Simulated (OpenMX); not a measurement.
# Pt in OpenMX: the effect of dispersion

The system is Pt.

```xyz
2
Lattice="2.7607 0.0000 0.0000 -1.3803 2.3908 0.0000 0.0000 0.0000 4.7921" Properties=species:S:1:pos:R:3 pbc="T T T"
Pt    0.0000    1.5939    1.1980
Pt    1.3803    0.7969    3.5941
```

This isn't the form of Pt at room conditions, which is fcc.

Alike in all runs:

| Property | Result |
| --- | --- |
| Program | OpenMX 3.8.5 |
| Task | single point |
| Functional | PBE |
| Potentials or basis | OpenMX 2013 PBE set, Pt7.0-s3p2d2f1, grid cutoff 400 Ry |
| k mesh | 9 × 9 × 5 |
| Occupations | fermi-dirac, width 0.05 eV |
| Spin | no spin polarisation |

```csv
dispersion,pressure (GPa)
none,0.4
D3,-8.9
D3(BJ),?
D4,-6.6
```

**Question.** What does the run with dispersion D3(BJ) give?

**Answer.** Pressure -7.5 GPa.

Caveats: the basis of atomic orbitals isn't converged, which shifts pressures, moduli and gaps; pairwise dispersion overbinds metals, which lowers pressure and volume (some runs).
